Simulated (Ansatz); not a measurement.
Crystal: GaN.

```
CELL_PARAMETERS angstrom
0.00000 2.13524 2.13524
2.13524 0.00000 2.13524
2.13524 2.13524 0.00000
ATOMIC_POSITIONS crystal
Ga 0.00000 0.00000 0.00000
N 0.50000 0.50000 0.50000
```

Measurements of this composition are mostly on another form, of space group No. 186.

```yaml
Program: Ansatz 0.2.0
Task: relaxation of cell and atoms
Functional: BLYP
Dispersion: D4
Potentials_or_basis: Ansatz PAW
Cutoff: "420 eV (not typed: the program's choice for these potentials)"
k_mesh: 11 × 11 × 11
Occupations: fermi-dirac, width 0.05 eV
Spin: no spin polarisation
```

At the start: volume 9.74 Å³/atom.

Q: Where does the relaxation end?

A: It ends after 7 steps and the volume is 9.42 Å³/atom (-3.3 %); space group Fm-3m (No. 225, to 0.05 Å).

Step by step:
| step | energy change (eV) | largest force (eV/Å) | volume (Å³) |
| --- | --- | --- | --- |
| 1 | 0.0000 | 0.0000 | 19.47 |
| 2 | -0.0133 | 0.0000 | 19.08 |
| 3 | -0.0163 | 0.0000 | 18.83 |
| 4 | -0.0162 | 0.0000 | 18.85 |
| 5 | -0.0138 | 0.0000 | 18.85 |
| 6 | -0.0139 | 0.0000 | 18.83 |
| 7 | -0.0138 | 0.0000 | 18.83 |

Final structure:
```
CELL_PARAMETERS angstrom
0.00000 2.11169 2.11169
2.11169 0.00000 2.11169
2.11169 2.11169 0.00000
ATOMIC_POSITIONS crystal
Ga 0.00000 0.00000 0.00000
N 0.50000 0.50000 0.50000
```

Caveat: the plane-wave basis is chosen anew once the cell has moved, so the energies of steps on either side of that aren't comparable; the pressure holds a Pulay correction of +0.7 GPa for the finite cutoff; the PAW data sets come from PBE, with cores solved anew for the run's functional, which leaves a small shift of forces and pressure.
